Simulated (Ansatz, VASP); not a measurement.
C in VASP and in Ansatz

The input INCAR:

```
SYSTEM = C
PREC = Accurate ; ENCUT = 600
EDIFF = 1E-7 ; ISMEAR = 0
SIGMA = 0.1 ; LREAL = .False.
LASPH = .True. ; NELM = 100
ALGO = Normal ; ISIF = 3
LWAVE = .False. ; LCHARG = .False.
GGA = PE ; IBRION = 2
NSW = 90 ; EDIFFG = -0.04
```

Contents of KPOINTS:

```
regular mesh
0
Gamma
  6 6 8
  0 0 0
```

The input POSCAR:

```
C
1.0
    1.9867183600     -2.1510791600      0.0000000000
    1.9867183600      2.1510791600      0.0000000000
    0.0000000000      0.0000000000      2.3446249300
C
4
Direct
    0.4726468500      0.1522683100      0.8654439000
    0.5273531500      0.8477316900      0.3654439000
    0.8477316900      0.5273531500      0.6345561000
    0.1522683100      0.4726468500      0.1345561000
```

Input for Ansatz:

```yaml
crystal:
  lattice:
    - [1.98671836, -2.15107916, 0.0]
    - [1.98671836, 2.15107916, 0.0]
    - [0.0, 0.0, 2.34462493]
  atoms:
    - { symbol: C, position: [0.47264685, 0.15226831, 0.8654439] }
    - { symbol: C, position: [0.52735315, 0.84773169, 0.3654439] }
    - { symbol: C, position: [0.84773169, 0.52735315, 0.6345561] }
    - { symbol: C, position: [0.15226831, 0.47264685, 0.1345561] }
basis:
  ecutwfc: 420
kpoints:
  mp_grid: { grid: [6, 6, 8] }
hamiltonian:
  xc: pbe
scf:
  occupations: { method: gaussian, width: 0.1 }
  lower_state_search: "off"
output:
  forces: true
  stress: true
  eigenvalues: true
relax:
  adjacent_minimum: "off"
  f_tol: 0.04
  max_steps: 70
  cell: { stress_tol: 0.4 }
```

Alike in both runs: task relaxation of cell and atoms; functional PBE; k mesh 6 × 6 × 8; occupations gaussian, width 0.1 eV; no spin polarisation.

```csv
,VASP,Ansatz
version,VASP 6.6.1,Ansatz 0.2.0
potentials or method,"VASP PAW PBE potentials, release 64 (C)","scalar-relativistic, plane waves, PAW"
plane-wave cutoff (eV),600,420
valence electrons in the cell,16,16
```

Ansatz gave:

```
gap on the k mesh at the Fermi level, each at its own relaxed structure (eV) : 1.08
relaxed volume (Å³/atom)                                                     : 5.91
relaxed cell length with the largest relative difference (Å)                 : 2.452
energy change over the relaxation (meV/atom)                                 : -316
```

Task: Estimate VASP's values.

Result: gap on the k mesh at the Fermi level, each at its own relaxed structure (eV): 1.06; relaxed volume (Å³/atom): 5.91; relaxed cell length with the largest relative difference (Å): 2.452; energy change over the relaxation (meV/atom): -317.

Caveats: the volume moved by over 15 % at a fixed basis, so the end points are rough (VASP).
